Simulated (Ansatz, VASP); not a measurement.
**GaN in VASP and in Ansatz**

Contents of POSCAR:

```
GaN
1.0
    3.1889304000      0.0000000000      0.0000000000
   -1.5944652000      2.7616947400      0.0000000000
    0.0000000000      0.0000000000      5.1923572500
Ga N
2 2
Direct
    0.6666666700      0.3333333300      0.4990837100
    0.3333333300      0.6666666700      0.9990837100
    0.6666666700      0.3333333300      0.8759162900
    0.3333333300      0.6666666700      0.3759162900
```

The input INCAR.step1:

```
SYSTEM = GaN
ALGO = Normal ; EDIFF = 1E-4
ENCUT = 520 ; GGA = PE
ISMEAR = 0 ; LASPH = .TRUE.
LCHARG = .FALSE. ; LREAL = .FALSE.
LWAVE = .TRUE. ; NBANDS = 26
NELM = 100 ; PREC = Accurate
SIGMA = 0.1
```

File INCAR.step2:

```
SYSTEM = GaN
ALGO = Normal ; EDIFF = 1E-6
ENCUT = 520 ; ISIF = 2
ISMEAR = 0 ; ISTART = 1
LASPH = .TRUE. ; LCHARG = .FALSE.
LMIXTAU = .TRUE. ; LREAL = .FALSE.
LWAVE = .FALSE. ; METAGGA = R2SCAN
NBANDS = 26 ; NELM = 100
PREC = Accurate ; SIGMA = 0.1
```

The input KPOINTS:

```
k-points
0
G
  6 6 4
  0 0 0
```

Input for Ansatz:

```yaml
crystal:
  lattice:
    - [3.1889304, 0.0, 0.0]
    - [-1.5944652, 2.76169474, 0.0]
    - [0.0, 0.0, 5.19235725]
  atoms:
    - { symbol: Ga, position: [0.66666667, 0.33333333, 0.49908371] }
    - { symbol: Ga, position: [0.33333333, 0.66666667, 0.99908371] }
    - { symbol: "N", position: [0.66666667, 0.33333333, 0.87591629] }
    - { symbol: "N", position: [0.33333333, 0.66666667, 0.37591629] }
basis:
  ecutwfc: 500
kpoints:
  mp_grid: { grid: [6, 6, 4] }
hamiltonian:
  xc: r2scan
  pseudopotentials: { kind: paw, azcp: { folder: soft_1 } }
scf:
  occupations: { method: gaussian, width: 0.1 }
output:
  forces: true
  stress: true
  eigenvalues: true
```

The cell is a database's computed one.

Alike in both runs: task single point; functional r2SCAN; k mesh 6 × 6 × 4; occupations gaussian, width 0.1 eV; no spin polarisation.

```csv
,VASP,Ansatz
version,VASP 6.6.1,Ansatz 0.2.0
potentials or method,"VASP PAW PBE potentials, release 64 (Ga_d, N)","scalar-relativistic, plane waves, PAW"
plane-wave cutoff (eV),520,500
valence electrons in the cell,36,36
```

Ansatz gave:

```
gap on the k mesh at the Fermi level (eV)       : 2.31
least direct gap on the mesh (eV)               : 2.31
pressure (GPa)                                  : -1.0
largest component of the traceless stress (GPa) : 0.02
rms of the force components (eV/Å)              : 0.001
```

**Question.** Which values does VASP return?

**Answer.** gap on the k mesh at the Fermi level (eV): 2.31; least direct gap on the mesh (eV): 2.31; pressure (GPa): 0.0; largest component of the traceless stress (GPa): 0.09; rms of the force components (eV/Å): 0.004.

Atom by atom the forces differ by 0.003 eV/Å (rms over components).

Caveats: the PAW data sets were made with another functional, which shifts forces and pressure a little (VASP). r2SCAN opens gaps a little over a GGA but as a rule still falls short of measured ones.
